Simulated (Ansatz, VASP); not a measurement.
**One calculation of NaI, two programs**

Contents of INCAR:

```
SYSTEM = NaI
PREC = Accurate
ENCUT = 520
EDIFF = 1E-7
ISMEAR = 0
SIGMA = 0.01
LREAL = .FALSE.
LASPH = .TRUE.
NELM = 60
ALGO = Normal
ISIF = 2
LWAVE = .FALSE.
LCHARG = .FALSE.
GGA = CA
NBANDS = 22
```

Contents of KPOINTS:

```
regular mesh
0
G
  4 4 3
  0 0 0
```

File POSCAR:

```
NaI
1.0
    4.6222100000      0.0000000000      0.0000000000
    0.0000000000      4.2697000000      0.0000000000
    0.0000000000      0.0000000000      7.7983800000
Na I
2 2
Direct
    0.2500000000      0.5000000000      0.2750300000
    0.7500000000      0.5000000000      0.7249700000
    0.2500000000      0.0000000000      0.7424300000
    0.7500000000      0.0000000000      0.2575700000
```

Input for Ansatz:

```yaml
crystal:
  lattice:
    - [4.62221, 0.0, 0.0]
    - [0.0, 4.2697, 0.0]
    - [0.0, 0.0, 7.79838]
  atoms:
    - { symbol: Na, position: [0.25, 0.5, 0.27503] }
    - { symbol: Na, position: [0.75, 0.5, 0.72497] }
    - { symbol: I, position: [0.25, 0.0, 0.74243] }
    - { symbol: I, position: [0.75, 0.0, 0.25757] }
kpoints:
  mp_grid:
    grid: [4, 4, 3]
    shift: [0.0, 0.0, 0.0]
hamiltonian:
  xc: lda
scf:
  convergence:
    dr2_threshold: 1.0e-08
  occupations:
    method: fixed
output:
  wannier:
    kmesh: [3, 3, 2]
    projections:
      - { species: I, l: p }
    minimise: true
```

Measurements of this composition are mostly on another form, of space group No. 225.

Alike in both runs: task single point; functional LDA; k mesh 4 × 4 × 3; no spin polarisation.

```csv
,VASP,Ansatz
version,VASP 6.6.1,Ansatz 0.2.0
potentials or method,"VASP PAW LDA potentials, release 64 (Na_pv, I)","plane waves, PAW"
plane-wave cutoff (eV),520,420
occupations,"gaussian, width 0.01 eV",fixed
valence electrons in the cell,28,52
```

```csv
,VASP,Ansatz,Ansatz less VASP
gap on the k mesh at the Fermi level (eV),2.46,2.45,-0.009
```

The two sets of potentials don't hold the same shells in valence.

Caveats: spin-orbit coupling is left out, which moves the levels of the heavy elements; an odd mesh through Γ misses points on the zone boundary, where band edges often lie. A hybrid or GW would open this gap; LDA tends to underestimate it.
